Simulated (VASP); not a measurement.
# Ni (Fm-3m) in VASP: further runs, part 2 of 2

VASP 6.6.1.

## 5. Single point, PBE, collinear spin, ferromagnetic start

INCAR

```
ALGO = Fast
EDIFF = 1E-7
ENCUT = 400
GGA = PE
ISIF = 2
ISMEAR = 0
ISPIN = 2
LASPH = T
LCHARG = F
LMAXMIX = 4
LORBIT = 11
LREAL = F
LWAVE = F
MAGMOM = 0.8
NELM = 120
PREC = Accurate
SIGMA = 0.1
```

KPOINTS

```
k-points
0
Gamma
  14 14 14
```

POSCAR

```
Ni
1.0
    0.0000000000      1.7619350000      1.7619350000
    1.7619350000      0.0000000000      1.7619350000
    1.7619350000      1.7619350000      0.0000000000
Ni
1
Direct
    0.0000000000      0.0000000000      0.0000000000
```

Potentials or basis: VASP PAW PBE potentials, release 64 (Ni).

On the command line:

```
$ cat potpaw_PBE.64/Ni/POTCAR > POTCAR
$ mpirun -np 1 vasp_std > vasp.out
```

OUTCAR:

```text
EDIFF = 1E-7
   ENCUT = 400
   GGA = PE
   ISIF = 2
   ISMEAR = 0
   ISPIN = 2
   LASPH = T
   LORBIT = 11
   LREAL = F
   NELM = 120
   PREC = Accurate

 ion  position               nearest neighbor table
   1  0.000  0.000  0.000-

  LATTYP: Found a face centered cubic cell.
 ALAT       =     3.5238700000

  Lattice vectors:

 A1 = (   0.0000000000,   1.7619350000,   1.7619350000)
 A2 = (   1.7619350000,   0.0000000000,   1.7619350000)
 A3 = (   1.7619350000,   1.7619350000,   0.0000000000)

Analysis of symmetry for initial positions (statically):
=====================================================================
 Subroutine PRICEL returns:
 Original cell was already a primitive cell.

 Routine SETGRP: Setting up the symmetry group for a
 face centered cubic supercell.

 Subroutine GETGRP returns: Found 48 space group operations
 (whereof 48 operations were pure point group operations)
 out of a pool of 48 trial point group operations.

The static configuration has the point symmetry O_h .

Analysis of symmetry for dynamics (positions and initial velocities):
[... 483 lines left out ...]
      8      36.7732      0.00000
      9      36.7732      0.00000
[... 265 lines left out ...]
 k-point    24 :       0.2857    0.1429    0.0000
  band No.  band energies     occupation
      1       2.9563      1.00000
      2       6.8904      1.00000
      3       7.7372      1.00000
      4       8.0850      1.00000
      5       8.6675      1.00000
      6       9.0113      0.99998
      7      24.8742      0.00000
      8      30.3327      0.00000
      9      30.9716      0.00000

 [... further k-points ...]

------------------------ aborting loop because EDIFF is reached ----------------------------------------

  FORCE on cell =-STRESS in cart. coord.  units (eV):
  Direction    XX          YY          ZZ          XY          YZ          ZX
  --------------------------------------------------------------------------------------
  -------------------------------------------------------------------------------------
  Total       -0.1131873     -0.1131873     -0.1131873     -0.0000000      0.0000000      0.0000000
  in kB      -16.5771038    -16.5771038    -16.5771038     -0.0000000      0.0000000      0.0000000
  external PRESSURE =     -16.5771038 kB  Pullay stress =       0.0000000 kB

 VOLUME and BASIS-vectors are now :
 -----------------------------------------------------------------------------
  energy-cutoff  :      400.00
  volume of cell :       10.94
      direct lattice vectors                 reciprocal lattice vectors
     0.000000000  1.761935000  1.761935000    -0.283778914  0.283778914  0.283778914
     1.761935000  0.000000000  1.761935000     0.283778914 -0.283778914  0.283778914
     1.761935000  1.761935000  0.000000000     0.283778914  0.283778914 -0.283778914

 POSITION                                       TOTAL-FORCE (eV/Angst)
 -----------------------------------------------------------------------------------
      0.00000      0.00000      0.00000        -0.000000      0.000000     -0.000000
 -----------------------------------------------------------------------------------
    total drift:                                0.000000      0.000000     -0.000000

  FREE ENERGIE OF THE ION-ELECTRON SYSTEM (eV)
  ---------------------------------------------------
  free  energy   TOTEN  =        -5.4725849062 eV

  energy  without entropy=       -5.4624000884  energy(sigma->0) =       -5.46749250

 total charge

# of ion       s       p       d       tot
------------------------------------------
    1        0.495   0.493   8.310   9.297

 magnetization (x)

# of ion       s       p       d       tot
------------------------------------------
    1       -0.008  -0.026   0.641   0.607
```

OSZICAR:

```text
N       E                     dE             d eps       ncg     rms          rms(c)
DAV:   1     0.183647703207E+02    0.18365E+02   -0.41167E+03  3936   0.118E+03
DAV:   2    -0.618483295051E+01   -0.24550E+02   -0.23635E+02  3778   0.149E+02
DAV:   3    -0.649845508225E+01   -0.31362E+00   -0.31335E+00  4345   0.219E+01
DAV:   4    -0.650145917629E+01   -0.30041E-02   -0.30038E-02  4252   0.189E+00
DAV:   5    -0.650153271231E+01   -0.73536E-04   -0.73534E-04  4438   0.254E-01    0.993E+00
RMM:   6    -0.580779756069E+01    0.69374E+00   -0.49835E+00  4343   0.396E+01    0.669E+00
RMM:   7    -0.549364998482E+01    0.31415E+00   -0.83835E-01  4268   0.169E+01    0.212E+00
RMM:   8    -0.547495036883E+01    0.18700E-01   -0.11707E-02  4930   0.130E+00    0.943E-01
RMM:   9    -0.547310482779E+01    0.18455E-02   -0.14399E-03  4708   0.543E-01    0.203E-01
RMM:  10    -0.547259045687E+01    0.51437E-03   -0.39899E-04  4548   0.365E-01    0.539E-02
RMM:  11    -0.547258185395E+01    0.86029E-05   -0.10866E-04  5116   0.988E-02    0.308E-02
RMM:  12    -0.547258529441E+01   -0.34405E-05   -0.14747E-05  4823   0.451E-02    0.112E-02
RMM:  13    -0.547258479316E+01    0.50126E-06   -0.25949E-06  5102   0.151E-02    0.175E-03
RMM:  14    -0.547258494608E+01   -0.15293E-06   -0.32245E-07  3150   0.577E-03    0.121E-03
RMM:  15    -0.547258490618E+01    0.39908E-07   -0.59500E-08  2336   0.286E-03
   1 F= -.54725849E+01 E0= -.54674925E+01  d E =-.101848E-01  mag=     0.5936
```

Run time: 10 s. Hardware: 1 thread of Intel Xeon Platinum 8259CL at 2.50GHz (Skylake/Cascade Lake), shared host; peak memory 0.13 GiB.

Results:

```yaml
Free_energy: -5.4726 eV
Pressure: -1.7 GPa
Band_gap_on_the_k_mesh: none (metal or under the smearing width)
Net_moment: 0.59 μB per cell
Site_moments: Ni +0.61 μB
Valence_electrons_inside_the_program's_atomic_spheres: Ni 9.30
```

Levels at points of the mesh, in eV from the Fermi level:
Spin up:
```
           k point  band 3  band 4  band 5  band 6  band 7  band 8
(0.00, 0.00, 0.00)   -2.40   -2.40   -1.23   -1.23   23.68   27.50
(0.50, 0.00, 0.00)   -2.38   -0.58   -0.58   -0.28    5.63   22.17
(0.50, 0.50, 0.00)   -0.53   -0.46   -0.46    2.45    9.18   14.78
```
Spin down:
```
           k point  band 1  band 2  band 3  band 4  band 5  band 6  band 7  band 8  band 9
(0.00, 0.00, 0.00)   -9.01   -1.68   -1.68   -1.68   -0.68   -0.68   23.51   27.47   27.47
(0.50, 0.00, 0.00)   -4.38   -1.79   -1.79   -0.35    0.14    0.14    6.04   22.02   24.66
(0.50, 0.50, 0.00)   -4.28   -3.56    0.05    0.37    0.37    2.40    9.40   14.78   14.78
```

## 6. Single point, PBE, collinear spin, ferromagnetic start

Changes to INCAR since step 5:

```diff
@@ -2,3 +2,3 @@
 EDIFF = 1E-7
-ENCUT = 400
+ENCUT = 450
 GGA = PE
```

KPOINTS is that of step 5.

POSCAR is that of step 5.

Potentials or basis: VASP PAW PBE potentials, release 64 (Ni).

On the command line:

```
$ cat potpaw_PBE.64/Ni/POTCAR > POTCAR
$ mpirun -np 1 vasp_std > vasp.out
```

OUTCAR:

```text
EDIFF = 1E-7
   ENCUT = 450
   GGA = PE
   ISIF = 2
   ISMEAR = 0
   ISPIN = 2
   LASPH = T
   LORBIT = 11
   LREAL = F
   NELM = 120
   PREC = Accurate

 ion  position               nearest neighbor table
   1  0.000  0.000  0.000-

  LATTYP: Found a face centered cubic cell.
 ALAT       =     3.5238700000

  Lattice vectors:

 A1 = (   0.0000000000,   1.7619350000,   1.7619350000)
 A2 = (   1.7619350000,   0.0000000000,   1.7619350000)
 A3 = (   1.7619350000,   1.7619350000,   0.0000000000)
[... 785 lines left out ...]
  --------------------------------------------------------------------------------------
  -------------------------------------------------------------------------------------
  Total       -0.0861427     -0.0861427     -0.0861427      0.0000000      0.0000000      0.0000000
  in kB      -12.6162310    -12.6162310    -12.6162310      0.0000000      0.0000000      0.0000000
  external PRESSURE =     -12.6162310 kB  Pullay stress =       0.0000000 kB

 VOLUME and BASIS-vectors are now :
 -----------------------------------------------------------------------------
  energy-cutoff  :      450.00
  volume of cell :       10.94
      direct lattice vectors                 reciprocal lattice vectors
     0.000000000  1.761935000  1.761935000    -0.283778914  0.283778914  0.283778914
     1.761935000  0.000000000  1.761935000     0.283778914 -0.283778914  0.283778914
     1.761935000  1.761935000  0.000000000     0.283778914  0.283778914 -0.283778914

 POSITION                                       TOTAL-FORCE (eV/Angst)
 -----------------------------------------------------------------------------------
      0.00000      0.00000      0.00000         0.000000     -0.000000     -0.000000
 -----------------------------------------------------------------------------------
    total drift:                                0.000000     -0.000000     -0.000000

  FREE ENERGIE OF THE ION-ELECTRON SYSTEM (eV)
  ---------------------------------------------------
  free  energy   TOTEN  =        -5.4714613623 eV

  energy  without entropy=       -5.4612736363  energy(sigma->0) =       -5.46636750

 total charge

# of ion       s       p       d       tot
------------------------------------------
    1        0.495   0.493   8.313   9.300

 magnetization (x)

# of ion       s       p       d       tot
------------------------------------------
    1       -0.008  -0.026   0.640   0.606
```

OSZICAR:

```text
N       E                     dE             d eps       ncg     rms          rms(c)
DAV:   1     0.208412066387E+02    0.20841E+02   -0.44366E+03  3808   0.127E+03
DAV:   2    -0.615925230539E+01   -0.27000E+02   -0.26138E+02  3796   0.158E+02
DAV:   3    -0.649918923121E+01   -0.33994E+00   -0.33950E+00  4395   0.236E+01
DAV:   4    -0.650251063893E+01   -0.33214E-02   -0.33211E-02  4354   0.200E+00
DAV:   5    -0.650260205973E+01   -0.91421E-04   -0.91421E-04  4328   0.276E-01    0.995E+00
RMM:   6    -0.580765681089E+01    0.69495E+00   -0.50066E+00  4344   0.398E+01    0.668E+00
RMM:   7    -0.549242097147E+01    0.31524E+00   -0.84223E-01  4268   0.169E+01    0.211E+00
RMM:   8    -0.547382673598E+01    0.18594E-01   -0.11672E-02  4935   0.131E+00    0.938E-01
RMM:   9    -0.547198344390E+01    0.18433E-02   -0.14623E-03  4721   0.546E-01    0.203E-01
RMM:  10    -0.547146682928E+01    0.51661E-03   -0.40140E-04  4540   0.368E-01    0.541E-02
RMM:  11    -0.547145826435E+01    0.85649E-05   -0.11217E-04  5135   0.103E-01    0.307E-02
RMM:  12    -0.547146172093E+01   -0.34566E-05   -0.14606E-05  4781   0.467E-02    0.112E-02
RMM:  13    -0.547146124487E+01    0.47606E-06   -0.29343E-06  5122   0.163E-02    0.180E-03
RMM:  14    -0.547146141262E+01   -0.16775E-06   -0.36481E-07  3241   0.619E-03    0.128E-03
RMM:  15    -0.547146136232E+01    0.50303E-07   -0.66193E-08  2346   0.302E-03
   1 F= -.54714614E+01 E0= -.54663675E+01  d E =-.101877E-01  mag=     0.5932
```

Wall time 19 s (1 thread of Intel Xeon Platinum 8259CL at 2.50GHz (Skylake/Cascade Lake), shared host); peak memory 0.13 GiB.

What came out:

```
Free energy                                           : -5.4715 eV
Pressure                                              : -1.3 GPa
Band gap on the k mesh                                : none (metal or under the smearing width)
Net moment                                            : 0.59 μB per cell
Site moments                                          : Ni +0.61 μB
Valence electrons inside the program's atomic spheres : Ni 9.30
```

## 7. The runs side by side

```csv
cutoff (eV),gap on the mesh (eV),pressure (GPa),moment (μB)
300,none,-,0.59
350,none,-1.5,0.59
400,none,-1.7,0.59
450,none,-1.3,0.59
```

Alike in all rows: task single point; level PBE; potentials or basis VASP PAW PBE potentials, release 64 (Ni); spin collinear, ferromagnetic start; cell as given; k mesh 14 × 14 × 14; smearing gaussian 0.1 eV.

Every run on the cell as given and a fine mesh finds a metal.

Caveats: the cutoff is under 1.25 times the usual one of these potentials, so pressure, stress and relaxed cells hold a basis-set (Pulay) error (some runs).

Absolute energies hang on the potentials; compare differences alone.
